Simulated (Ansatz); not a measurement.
An Ansatz (a quantum-chemistry and plane-wave program) run: CaF2 with a change (uniaxial strain ε_xx = +4.36 %); PBEsol (Ansatz), spin-orbit coupling left out, earlier PAW set.

Input:

Ansatz 0.2 input:
```yaml
crystal:
  lattice:
    - [0, 2.7101800172, 2.7101800172]
    - [2.8283438659, 0, 2.7101800172]
    - [2.8283438659, 2.7101800172, 0]
  atoms:
    - { symbol: Ca, position: [0, 0, 0] }
    - { symbol: F, position: [0.25, 0.25, 0.25] }
    - { symbol: F, position: [0.75, 0.75, 0.75] }
basis: { ecutwfc: 420, ecutrho_ratio: 4, xc_grid: 2, fft_grid_basis: typed }
kpoints: { mp_grid: { grid: [11, 11, 11] } }
hamiltonian:
  xc: pbesol
  dispersion: none
  pseudopotentials: { azcp: { folder: ./paw }, kind: paw }
scf: { occupations: { method: fermi_dirac, width: 0.05 }, convergence: { dr2_threshold: 0.0000000003 } }
relax: { f_tol: 0.005, max_steps: 50 }
output: { forces: true, stress: true }
checkpoint: { write: state.ck, write_every: 1000 }
```

Output:

```
Relaxation: its limit of steps is 50 (relax.max_steps)
WARN ansatz: RAYON_NUM_THREADS=1 ignored (pool sized by the plan → 1); use --threads N
Pseudopotentials: kind: paw
Pseudopotential: Ca, paw, valence charge 10
Pseudopotential: F, paw, valence charge 7
Functional definition: PBEsol
Crystal: 3 atoms, lattice volume = 41.549 Å³
Basis set: ecut = 420 eV, 805 PW (Γ), exchange–correlation on 54×54×54 points (8 copies of the dense FFT grid, shifted against one another)
Bands: 16, of which v1, the nominal top of the filled ones, is band 12 counted from 1 (11 counted from 0)
Symmetry: 16 space group operations
Space group: I4/mmm (ITA 139), of the structure as read, at distance tolerance 3.5e-5 Å
k-points: 126 of 1331
PAW frozen core: Ca, regenerated for the run's functional, and the local potential with it
PAW frozen core: F, regenerated for the run's functional, and the local potential with it
Initial density: superposition of atomic densities (chi_scale 0.1, normalization cell, long waves kept (reshape's long-wave potential 0.00 eV rms))
Initial wavefunctions: pseudopotential atomic-orbital guess
Eigensolver: davidson
Functional: x = pbesol(κ = 0.804, μ = 0.12345679012345678), c = pbesol(β = 0.046)
SCF iter   1: F=—  HF=-3404.170911 eV  |F-HF|=—  |Δ(HF+E_count)|=         —  Δρ=1.73e-1  dr2=1.18e1  ethr=3.10e-3  ⟨swp⟩=6.3  Hψ=12637  notcnv=0
all-band conjugate gradients solve this SCF's bands
preconditioner: auto → none
SCF iter   2: F=—  HF=-3400.910351 eV  |F-HF|=—  |Δ(HF+E_count)|=    3.26e0  Δρ=4.13e-2  dr2=3.95e-1  ethr=3.10e-3  ⟨swp⟩=4.0  Hψ=5759  notcnv=0
SCF iter   3: F=—  HF=-3400.840540 eV  |F-HF|=—  |Δ(HF+E_count)|=   6.98e-2  Δρ=1.08e-2  dr2=3.04e-2  ethr=1.65e-3  ⟨swp⟩=2.2  Hψ=3323  notcnv=0
SCF iter   4: F=—  HF=-3400.859001 eV  |F-HF|=—  |Δ(HF+E_count)|=   1.85e-2  Δρ=1.76e-3  dr2=1.21e-3  ethr=1.27e-4  ⟨swp⟩=2.7  Hψ=3693  notcnv=0
SCF iter   5: F=—  HF=-3400.860158 eV  |F-HF|=—  |Δ(HF+E_count)|=   1.16e-3  Δρ=3.00e-4  dr2=2.11e-5  ethr=5.05e-6  ⟨swp⟩=2.0  Hψ=3684  notcnv=0
SCF iter   6: F=—  HF=-3400.860049 eV  |F-HF|=—  |Δ(HF+E_count)|=   1.09e-4  Δρ=4.17e-5  dr2=8.11e-7  ethr=8.79e-8  ⟨swp⟩=2.0  Hψ=3507  notcnv=0
SCF iter   7: F=—  HF=-3400.860049 eV  |F-HF|=—  |Δ(HF+E_count)|=   3.71e-7  Δρ=8.01e-6  dr2=3.17e-8  ethr=3.38e-9  ⟨swp⟩=2.0  Hψ=3425  notcnv=0
SCF iter   8: F=—  HF=-3400.860049 eV  |F-HF|=—  |Δ(HF+E_count)|=   4.76e-9  Δρ=8.98e-7  dr2=3.69e-10  ethr=1.32e-10  ⟨swp⟩=2.1  Hψ=2900  notcnv=0
SCF iter   9: F=-3400.860049 eV  HF=-3400.860049 eV  |F-HF|=2.27e-11  |Δ(HF+E_count)|=  1.24e-10  Δρ=2.27e-7  dr2=2.65e-11  ethr=1.25e-12  ⟨swp⟩=4.0  Hψ=6750  notcnv=0
SCF 1 converged in 9 iterations: F = -3400.860049 eV  dr2 = 2.65e-11
relax step   1: F+E_penalty+E_count = -3400.86004910 eV  Δ(F+E_penalty+E_count) = +0.000e0 eV  max|allowed force component| = 2.776e-17 eV/Å  Δτ_max = 0.0000 Å  (9 SCF iters, accepted)
the relaxation is at rest under the 16 symmetry operations that the run kept from its start: a minimum is not shown …
SCF converged after 9 iterations
Free energy (F): -3400.860049 eV
Harris-Foulkes:  -3400.860049 eV  (|F-HF|=2.27e-11)
Internal energy: -3400.860049 eV  (E = F + TS)
E sigma→0 (E₀):  -3400.860049 eV
Fermi energy:    6.645070 eV
--- Per-component energies (eV) ---
  E_band       = -192.313553
  E_kinetic    = 649.408053
  E_local      = -1813.631900  (includes V_loc(G=0)·N_el)
  E_nonlocal   = 265.695261
  E_hartree    = 639.606340
  E_xc         = -279.678712
  E_vxc        = -355.582715  (∫ρ·V_xc dr)
  E_paw        = -1239.637503  (= ΣΔE_a)
  E_vpaw       = -217.416258  (= ΣTr[D̂ρ^β])
  E_aug_tail   = 0.001397  (compensation charges beyond the density's cutoff)
  E_ewald      = -1622.826664
  E_core_change = 0.203680  (= ΣΔE_core)
  E_smearing   = -0.000000  (= −TS)
  E_closure    = -0.000000  (closes the sum)
  Σ components = -3400.860049   (vs F -3400.860049, Δ=0.00e0)
  [band-id]    e_kinetic+e_local+e_nonlocal+2·e_hartree+e_vxc+e_vpaw+e_augmentation_tail = -192.313482   (vs E_band -192.313553, Δ=7.08e-5)
--- Forces (eV/Å), atoms counted from 1 ---
  atom   1  Ca     0.00000000    -0.00000000     0.00000000
  atom   2  F     -0.00000000     0.00000000    -0.00000000
  atom   3  F      0.00000000     0.00000000     0.00000000
  max |Σ_I F_I| component: 7.89e-31 eV/Å
--- Stress (GPa, compression-positive) ---
       -6.639023       0.000000       0.000000
        0.000000      -1.706557       0.000000
        0.000000      -0.000000      -1.706557
  P = ⅓ Tr σ = -3.3507 GPa (-33.507 kbar)
  The stress holds the Pulay correction. Without it, at fixed plane waves, as pw.x and ABINIT print it: P = -3.6990 GPa
  The stress includes an estimate of the error left by incomplete SCF convergence (largest component -0.0001 GPa).
--- Band table ---
  band table: none
--- Relaxed structure (1 steps of the walk, 1 accepted, 0 SCFs on fresh bases) ---
  F+E_penalty+E_count = -3400.86004910 eV   max|allowed force component| = 2.776e-17 eV/Å
  atoms:
    - { symbol: Ca, position: [0.0, 0.0, 0.0] }
    - { symbol: F, position: [0.25, 0.25, 0.25] }
    - { symbol: F, position: [0.7500000000000001, 0.7500000000000001, 0.7500000000000001] }
```

Whether these cells are dynamically stable was not tested. The cell was made from CaF$_{2}$ in the fluorite structure (space group Fm-3m, No. 225) by this change: uniaxial strain ε_xx = +4.36 %.
